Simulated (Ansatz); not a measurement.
Input, command and steps of an Ansatz relaxation.

```yaml
crystal:
  lattice:
    - [2.9089404576, 0.0, 0.0]
    - [0.0, 2.8376428974, 0.0]
    - [0.0, 0.0, 2.8376428974]
  atoms:
    - { symbol: Al, position: [0.0, 0.0, 0.0] }
    - { symbol: Co, position: [0.5, 0.5, 0.5] }
basis:
  ecutwfc: 420
kpoints:
  mp_grid: { grid: [18, 18, 18] }
hamiltonian:
  xc: pbe
scf:
  occupations: { method: gaussian, width: 0.1 }
output:
  forces: true
  stress: true
  eigenvalues: true
relax:
  adjacent_minimum: "off"
  f_tol: 0.008
  max_steps: 40
  cell: { stress_tol: 0.015, fix: [a, angles] }
```

```bash
ansatz run input.yaml --threads 1 --pin off --max-ram 2560MiB --backend cpu --events-out ev --progress --plain --runs-dir out
```

Method: DFT PBE, scalar-relativistic, plane waves, PAW (Ansatz).

Of 4 frames 3 are shown, positions in Å and forces in eV/Å; the SCF threshold varies from step to step. Steps run on the plane waves of an earlier cell, with a Pulay correction in the pressure. The basis is chosen afresh for the last frame, the zero of the energies, and at times for earlier ones too; energy and pressure step there, also at an unchanged geometry. Spin polarisation was left out; whether the Co atoms would carry moments isn't shown by this run.

```xyz
2
Lattice="2.9089 0.0000 0.0000 0.0000 2.8376 0.0000 0.0000 0.0000 2.8376" Properties=species:S:1:pos:R:3:forces:R:3 pbc="T T T" step=1 free_energy_over_end_meV_per_atom=0.04 pressure_GPa=-1.65
Al    0.0000    0.0000    0.0000    0.0000    0.0000    0.0000
Co    1.4545    1.4188    1.4188    0.0000    0.0000    0.0000
2
Lattice="2.9089 0.0000 0.0000 0.0000 2.8357 0.0000 0.0000 0.0000 2.8357" Properties=species:S:1:pos:R:3:forces:R:3 pbc="T T T" step=2 free_energy_over_end_meV_per_atom=0.00 pressure_GPa=-1.40
Al    0.0000    0.0000    0.0000    0.0000    0.0000    0.0000
Co    1.4545    1.4178    1.4178    0.0000    0.0000    0.0000
2
Lattice="2.9089 0.0000 0.0000 0.0000 2.8344 0.0000 0.0000 0.0000 2.8344" Properties=species:S:1:pos:R:3:forces:R:3 pbc="T T T" step=4 free_energy_over_end_meV_per_atom=0.00 pressure_GPa=-1.24
Al    0.0000    0.0000    0.0000    0.0000    0.0000    0.0000
Co    1.4545    1.4172    1.4172    0.0000    0.0000    0.0000
```

Time: 48 s on 1 thread of Arm Neoverse V1 (shared host), peak memory 0.47 GiB.